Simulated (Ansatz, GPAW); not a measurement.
# A Pd chain with a Ti atom bridging one bond: relaxation, then transmission at several levels, part 2 of 2

Wanted: T(E) of a Pd chain with a Ti atom bridging one bond at a relaxed geometry in two programs, beside the unrelaxed structure.

GPAW 26.7.0 and Ansatz 0.2.0; Ansatz plane waves; relaxation of the junction with the lead ends held (the session's first sound run).

So far, transmission at the Fermi level (one spin): step 3 (plane-wave reference (PBE)) 1.000; step 4 (GPAW, dzp, PBE, GPAW) 0.994; step 5 (single-zeta polarised basis, PBE, GPAW) 0.945; step 6 (minimal basis, PBE, GPAW) 0.944.

## (7) revPBE in the dzp basis: xc = "revPBE"

Back in the dzp basis, the functional changes from PBE to revPBE, to set the spread between functionals beside that between bases.

The input, run.py:

```python
import json
import numpy as np
from ase import Atoms
from ase.transport.calculators import TransportCalculator
from gpaw import GPAW, FermiDirac
from gpaw.lcao.tools import get_lcao_hamiltonian
from scipy.linalg import eigh

# The junction with lead layers at both ends, along the third cell vector
device = Atoms(
    ['Pd', 'Pd', 'Pd', 'Pd', 'Pd', 'Pd', 'Pd', 'Pd', 'Ti', 'Pd', 'Pd', 'Pd', 'Pd', 'Pd', 'Pd', 'Pd', 'Pd'],
    positions=[
        [4.50000, 4.50000, 1.25000],
        [4.50000, 4.50000, 3.75000],
        [4.50000, 4.50000, 6.25000],
        [4.50000, 4.50000, 8.75000],
        [4.50000, 4.50000, 11.25000],
        [4.50000, 4.50000, 13.75000],
        [5.37312, 4.96418, 16.11129],
        [4.32175, 4.32859, 18.36362],
        [5.40229, 5.03558, 20.10032],
        [4.32481, 4.32950, 21.83891],
        [5.37068, 4.97624, 24.09030],
        [4.50000, 4.50000, 26.45000],
        [4.50000, 4.50000, 28.95000],
        [4.50000, 4.50000, 31.45000],
        [4.50000, 4.50000, 33.95000],
        [4.50000, 4.50000, 36.45000],
        [4.50000, 4.50000, 38.95000]],
    cell=[[9.0, 0.0, 0.0], [0.0, 9.0, 0.0], [0.0, 0.0, 40.2]],
    pbc=True)

# One principal layer of the lead: the first 5 atoms of the device
lead = Atoms(
    ['Pd', 'Pd', 'Pd', 'Pd', 'Pd'],
    positions=[
        [4.50000, 4.50000, 1.25000],
        [4.50000, 4.50000, 3.75000],
        [4.50000, 4.50000, 6.25000],
        [4.50000, 4.50000, 8.75000],
        [4.50000, 4.50000, 11.25000]],
    cell=[[9.0, 0.0, 0.0], [0.0, 9.0, 0.0], [0.0, 0.0, 12.5]],
    pbc=True)

settings = dict(mode='lcao', basis='dzp', xc='revPBE', h=0.2,
                occupations=FermiDirac(0.1), maxiter=250,
                mixer=dict(beta=0.1, nmaxold=8, weight=100.0),
                convergence=dict(density=0.0001))
energies = np.arange(-2, 2 + 1e-9, 0.025)
eta = 0.0001
n1, n2 = 1, 1
# k and -k transmit alike, so half of the mesh across the current serves
mesh = [(i, j) for i in range(n1) for j in range(n2) if (i, j) <= (-i % n1, -j % n2)]
weights = np.array([1 if (i, j) == (-i % n1, -j % n2) else 2 for i, j in mesh]) / (n1 * n2)

# [... helper functions left out ...]
fermi_lead = ground_state(lead, (1, 1, 9), 'lead.txt')
fermi_device = ground_state(device, (1, 1, 2), 'device.txt')
# [... loop over the mesh left out, but for ...]
        # Shift the lead onto the potential of the device's first layer
        shift = ((H[:, 0, 0] - H0[:, 0, 0]) / S0[0, 0]).real.mean()
# [...]
kT = 8.617333e-5 * 300
bias = [0.1, 0.2, 0.5, 1.0, 1.5, 2.0]
# [... integrals and printing left out ...]
```

Command:

```sh
> OMP_NUM_THREADS=1 OPENBLAS_NUM_THREADS=1 python run.py
```

Run time: 15 min. Hardware: 1 thread of Arm Neoverse N1, shared host; peak memory 1.7 GiB.

This step gave:

- conductance: 0.9897 G₀
- largest coupling past the next principal layer: 1.03e-4 eV
- largest misfit of the first principal layer: 0.04624 eV
- shift that aligns the lead: -4.11e-4 eV
- basis functions of the junction: 461
- basis functions of a principal layer: 135
- transmission at the Fermi level (one spin): 0.9905

The conductance, 0.990 G₀, lies 0.3 % below that of the dzp run.

## (8) Without the relaxation: geometry = "as built"

The dzp basis with PBE on the structure as first built shows what the relaxation was worth.

run.py, as its differences from that of step 7:

```diff
@@ -18,7 +18,7 @@
         [4.50000, 4.50000, 13.75000],
-        [5.37312, 4.96418, 16.11129],
-        [4.32175, 4.32859, 18.36362],
-        [5.40229, 5.03558, 20.10032],
-        [4.32481, 4.32950, 21.83891],
-        [5.37068, 4.97624, 24.09030],
+        [4.50000, 4.50000, 16.25000],
+        [4.50000, 4.50000, 18.75000],
+        [6.41204, 4.50000, 20.10000],
+        [4.50000, 4.50000, 21.45000],
+        [4.50000, 4.50000, 23.95000],
         [4.50000, 4.50000, 26.45000],
@@ -44,3 +44,3 @@
 
-settings = dict(mode='lcao', basis='dzp', xc='revPBE', h=0.2,
+settings = dict(mode='lcao', basis='dzp', xc='PBE', h=0.2,
                 occupations=FermiDirac(0.1), maxiter=250,
```

It took 15 min on 1 thread; peak memory 1.7 GiB.

Numbers from this step:

* conductance: 1.212 G₀
* largest coupling past the next principal layer: 1.07e-4 eV
* largest misfit of the first principal layer: 0.04759 eV
* shift that aligns the lead: -8.44e-4 eV
* transmission at the Fermi level (one spin): 1.259

The conductance, 1.21 G₀, lies 22 % above that of the dzp run. At 0.15 eV T drops to or jumps from 0.0452 where the lead's channel count changes: a band edge of the lead lies in the thermal window, and enters the average.

## (9) All levels side by side

Times are wall times on the hardware named with each run. The runs compared:

```csv
no.,run,conductance (G₀),time,memory (GiB)
1,pw PBE,0.9991,4.9 min,5.1
2,dzp,0.9930,15 min,1.7
3,szp,0.9424,11 min,1.6
4,sz,0.9422,7.5 min,1.5
5,dzp revPBE,0.9897,15 min,1.7
6,asbuilt,1.212,15 min,1.7
```

## (10) Comparison

The curves are compared point by point over the common energies.

This step: comparison of transmission and cost over codes, levels and geometry (GPAW 26.7.0).

Ladder, by row:

```csv
step,code,T at the Fermi level (sum over the listed spins),conductance (G0),r.m.s. T(E) from the first,wall time (s),peak memory (GiB),threads
pw-pbe,Ansatz,1,0.9991,0,295.8,5.1,4
dzp,GPAW,0.9937,0.993,0.1034,913.8,1.7,1
szp,GPAW,0.9447,0.9424,0.2792,635.7,1.61,1
sz,GPAW,0.9441,0.9422,0.2369,450.8,1.52,1
dzp-revPBE,GPAW,0.9905,0.9897,0.1214,901.3,1.7,1
asbuilt,GPAW,1.259,1.212,0.6486,906.5,1.7,1
```

Table of transmission, zone mean, sum over the listed spins by energy, zero at the Fermi level:

```csv
energy (eV),pw-pbe,dzp,szp,sz,dzp-revPBE,asbuilt
-2.000,0.164,0.157,0.0457,0.138,0.156,2.26
-1.900,0.981,0.987,0.199,0.637,0.996,2.12
-1.800,0.375,0.377,0.817,0.932,0.420,1.99
-1.750,0.291,0.286,0.999,0.752,0.316,1.95
-1.600,0.265,0.243,0.666,0.527,0.264,1.24
-1.400,0.475,0.397,0.678,0.609,0.416,1.05
-1.200,0.657,0.652,0.699,0.641,0.648,0.825
-1.000,0.965,0.663,0.540,0.536,0.636,0.772
-0.800,1.33,1.12,0.785,0.783,1.14,0.798
-0.750,1.25,1.28,0.877,0.927,1.21,0.815
-0.600,0.825,1.03,1.35,0.964,1.02,0.912
-0.575,1.45,0.989,0.826,1.33,0.975,0.960
-0.400,0.943,0.760,0.540,0.616,0.806,1.44
-0.325,1.01,0.997,0.716,0.866,1.00,1.44
-0.300,1.01,1.01,0.847,0.997,1.01,1.44
-0.250,0.990,0.999,0.974,1.01,0.995,1.44
-0.200,0.985,0.986,0.975,0.992,0.982,1.45
0.000,1.000,0.994,0.945,0.944,0.991,1.26
0.200,0.999,0.996,0.971,0.925,0.994,0.990
0.400,0.948,0.934,0.936,0.962,0.936,0.00741
0.600,0.771,0.704,0.629,0.696,0.682,0.486
0.800,0.770,0.776,0.994,0.997,0.774,0.266
1.000,0.960,0.964,0.948,0.943,0.969,0.315
1.200,0.904,0.932,0.943,0.938,0.937,0.534
1.400,0.968,0.980,0.961,0.953,0.977,0.810
1.475,0.998,0.998,0.968,0.960,0.997,0.846
1.600,0.771,0.777,0.981,0.970,0.691,0.883
1.800,0.949,0.949,0.796,0.995,0.950,0.918
2.000,0.965,0.964,0.962,0.943,0.966,0.941
```

## (11) Other settings

One more run, with changed settings.

This step: GPAW LCAO, PAW setups; Landauer transmission from Green's functions with principal layers (ASE), zero bias (GPAW 26.7.0).

run.py, as its differences from that of step 8:

```diff
@@ -18,7 +18,7 @@
         [4.50000, 4.50000, 13.75000],
-        [4.50000, 4.50000, 16.25000],
-        [4.50000, 4.50000, 18.75000],
-        [6.41204, 4.50000, 20.10000],
-        [4.50000, 4.50000, 21.45000],
-        [4.50000, 4.50000, 23.95000],
+        [5.37312, 4.96418, 16.11129],
+        [4.32175, 4.32859, 18.36362],
+        [5.40229, 5.03558, 20.10032],
+        [4.32481, 4.32950, 21.83891],
+        [5.37068, 4.97624, 24.09030],
         [4.50000, 4.50000, 26.45000],
@@ -45,3 +45,3 @@
 settings = dict(mode='lcao', basis='dzp', xc='PBE', h=0.2,
-                occupations=FermiDirac(0.1), maxiter=250,
+                occupations=FermiDirac(0.1), maxiter=60,
                 mixer=dict(beta=0.1, nmaxold=8, weight=100.0),
@@ -49,3 +49,3 @@
 energies = np.arange(-2, 2 + 1e-9, 0.025)
-eta = 0.0001
+eta = 0.5
 n1, n2 = 1, 1
```

Wall time 14 min (1 thread); peak memory 1.7 GiB.

The run finished. A setting was moved off its sound value on purpose, so it serves as a test and not as the result.

The fault put into the input: a broadening of tenths of an eV (eta = 0.5).

The two runs compared:

```csv
quantity,this run,sound run,difference
conductance (G₀),54.571,0.99305,53.6
transmission at the Fermi level (one spin),54.568,0.99374,53.6
```

One result that differs is the conductance, 54.6 G₀ against 0.993 G₀.

## (12) Outcome

| Quantity | Value |
| --- | --- |
| conductance | 0.993 G₀ |
| transmission at the Fermi level, mean of the spins | 0.994 |
| open channels of the lead there | 4 |

In words: In the dzp basis the junction conducts 0.993 G₀ at 300 K, with T = 0.994 a spin at the Fermi level; the sz basis reaches that conductance within 10 %. Relaxation moved atoms by up to 1.1 Å and took the conductance from 1.21 to 0.993 G₀, as a ratio a larger change than the step from dzp to the minimal basis. Plane waves (PBE) give T = 1.000 there. The scatterer reflects about 75 % of the incoming channels at the Fermi level. At the Fermi level one eigenchannel carries the current (0.99). Measured against the first run (pw-pbe), the nearest curve is that of dzp (r.m.s. 0.10) and the farthest that of asbuilt (0.65). Over the compared runs wall time goes from 296 s (pw-pbe) to 914 s (dzp), on a shared host; the plane-wave run used 4 threads and the orbital runs 1. The leads kept an estimated spacing and the cell its length, so the junction may be under some tension or compression. The run had no spin polarisation, so a magnetic state, which chains and small molecules with open shells often have, wasn't tested. An evenly spaced straight chain is an idealisation: free chains tend to dimerise, zigzag or, where a band edge lies near the Fermi level, turn magnetic. The currents use the zero-bias T(E) throughout, which holds only while the bias is small against the distance to the nearest feature. The thermopower isn't quoted: it samples T(E) farther from the Fermi level than the conductance does, and the energy grid wasn't tested for it.

[Logs are printed without paths, hosts, clocks, repeated set-up lines and the standing remarks that a program may print on its own settings, such as how far it seeks lower states.]

[Hosts, paths, dates, database ids (printed as entryN), source tags and the programs' standing remarks are cut or masked in the printed files.]
